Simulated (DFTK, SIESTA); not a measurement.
Given: the input of a run of DFTK 0.8.2 on AlN. Measurements of this composition are mostly on another form, of space group No. 186.

The input run.jl:

```julia
using DFTK
using PseudoPotentialData
using Unitful, UnitfulAtomic
using LinearAlgebra, Printf
include("save.jl")
disable_threading()

# lattice vectors are the columns
lattice = austrip(1u"Å") * [           0.0   2.1839935596   2.1839935596;
             2.1839935596            0.0   2.1839935596;
             2.1839935596   2.1839935596            0.0]
symbols   = [:Al, :N]
positions = [[0.0, 0.0, 0.0],
             [0.25, 0.25, 0.25]]
pseudopotentials = PseudoFamily("dojo.nc.sr.pbe.v0_4_1.standard.upf")
elements = Dict(s => ElementPsp(s, pseudopotentials) for s in unique(symbols))
atoms    = [elements[s] for s in symbols]

build_model(lattice, positions; symmetries=true) =
    model_DFT(lattice, atoms, positions;
              functionals=PBE(),
              temperature=austrip(0.05u"eV"),
              smearing=Smearing.FermiDirac(),
              symmetries)
Ecut  = 42.0  # hartree
kgrid = [10, 10, 10]
tol   = 1e-6
to_GPa = ustrip(uconvert(u"GPa", 1u"hartree/bohr^3"))

model = build_model(lattice, positions)
basis = PlaneWaveBasis(model; Ecut, kgrid)
display(basis)
scfres = self_consistent_field(basis;
                               tol,
                               nbandsalg=AdaptiveBands(model; n_bands_converge=9))
display(scfres.energies)
@printf "Fermi level: %.6f eV\n" ustrip(auconvert(u"eV", something(scfres.εF, NaN)))
forces = compute_forces_cart(scfres)
println("Forces (eV/Å)")
for (s, f) in zip(symbols, forces)
    @printf "%-3s %12.6f %12.6f %12.6f\n" s ustrip.(auconvert.(u"eV/Å", f))...
end
stress = compute_stresses_cart(scfres)
println("Stress (GPa)")
display(round.(stress * to_GPa; digits=4))
println("Levels at the first k-point (eV): ", round.(ustrip.(auconvert.(u"eV", scfres.eigenvalues[1][1:scfres.n_bands_converge])); digits=4))
save_scf!(scfres; forces, stress)
```

Potentials or basis: dojo.nc.sr.pbe.v0_4_1.standard.upf (PBE).

Launch:

```sh
$ julia --threads=1 run.jl  # save.jl only writes the numbers to a file and isn't shown; printed stress counts tension as positive; times include loading and compiling
```

**Question.** What does the same run look like in SIESTA 5.4.2? Potentials or basis there: files PseudoDojo sr-pbe-0.4.1-standard, DZP (energy shift 0.003 Ry).

**Answer.** As run (cutoffs and basis follow the program's own potentials, and thresholds, step limits or extra output files can differ):

Contents of AlN.fdf:

```
SystemName                      AlN
SystemLabel                     AlN
NumberOfSpecies                 2
NumberOfAtoms                   2
%block ChemicalSpeciesLabel
  1  13 Al
  2   7 N
%endblock ChemicalSpeciesLabel

LatticeConstant                 1.0 Ang
%block LatticeVectors
     0.0000000000     2.1839935596     2.1839935596
     2.1839935596     0.0000000000     2.1839935596
     2.1839935596     2.1839935596     0.0000000000
%endblock LatticeVectors
AtomicCoordinatesFormat         Fractional
%block AtomicCoordinatesAndAtomicSpecies
     0.0000000000     0.0000000000     0.0000000000  1  Al
     0.2500000000     0.2500000000     0.2500000000  2  N
%endblock AtomicCoordinatesAndAtomicSpecies

%block kgrid.MonkhorstPack
   10   0   0  0.0
    0  10   0  0.0
    0   0  10  0.0
%endblock kgrid.MonkhorstPack
XC.Functional                   GGA
XC.Authors                      PBE
PAO.BasisSize                   DZP
PAO.EnergyShift                 0.003 Ry
Mesh.Cutoff                     800 Ry
OccupationFunction              FD
ElectronicTemperature           0.05 eV
MaxSCFIterations                120
SCF.MustConverge                false
SCF.Mixer.Method                Pulay
SCF.Mixer.Weight                0.25
SCF.Mixer.History               8
SCF.DM.Tolerance                5.0e-05
SCF.H.Tolerance                 1.0e-03 eV
WriteForces                     true
Charge.Mulliken                 end
Charge.Hirshfeld                end
Charge.Voronoi                  end
SaveRho                         true
SaveElectrostaticPotential      true
```

Potentials or basis: PseudoDojo 0.4 standard (PBE files), converted to PSML, two zetas on semicore shells, DZP (energy shift 0.003 Ry).

Launch:

```bash
$ siesta AlN.fdf > AlN.out 2>&1
```

Both were run:

|  | DFTK | SIESTA |
| --- | --- | --- |
| Pressure | 4.5 GPa | 6.2 GPa |

Pressure is positive in compression.
